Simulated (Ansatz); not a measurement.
Runs of Ansatz 0.2.0 on BN. The structure is trigonal, space group R3m (No. 160). The conventional cell has a = 2.502 Å, b = 2.502 Å, c = 10.119 Å, α = 90.00°, β = 90.00°, γ = 120.00°. N (site symmetry 3m) is surrounded by 3 B at 1.44 Å. Around B (site symmetry 3m) lie 3 N at 1.44 Å. The cell is a database's computed one.

```tsv
task	level	potentials or basis	k mesh	cutoff (eV)	smearing	basis error allowed	mesh quality	gap on the mesh (eV)	pressure (GPa)
single point	RPBE	all-electron LAPW, scalar-relativistic	12 × 12 × 12	523	gaussian 0.1 eV	0.001 eV/atom	not flagged	4.39	7.3
single point	PBE	all-electron LAPW, scalar-relativistic	5 × 5 × 5	479	fermi-dirac 0.02 eV	0.002 eV/atom	coarse	4.74	3.6
single point	PBE	all-electron LAPW, scalar-relativistic	12 × 12 × 12	524	gaussian 0.05 eV	0.001 eV/atom	not flagged	(b)	3.5
Born charges and dielectric tensor	PBEsol	all-electron PAW datasets made for the crystal	12 × 12 × 12	650	fixed	-	not flagged	(a)	-
```

Alike in all rows: no spin polarisation; cell as given.

Q: Fill in the values left out.

A: (a) 4.18; (b) 4.28.

Caveats: some runs use coarse meshes; an odd mesh through Γ misses points on the zone boundary, where band edges often lie (some runs); the program warned that the printed levels may be off, so bands, gaps and densities of states are rough (some runs).

The runs don't all hold the same shells in valence.
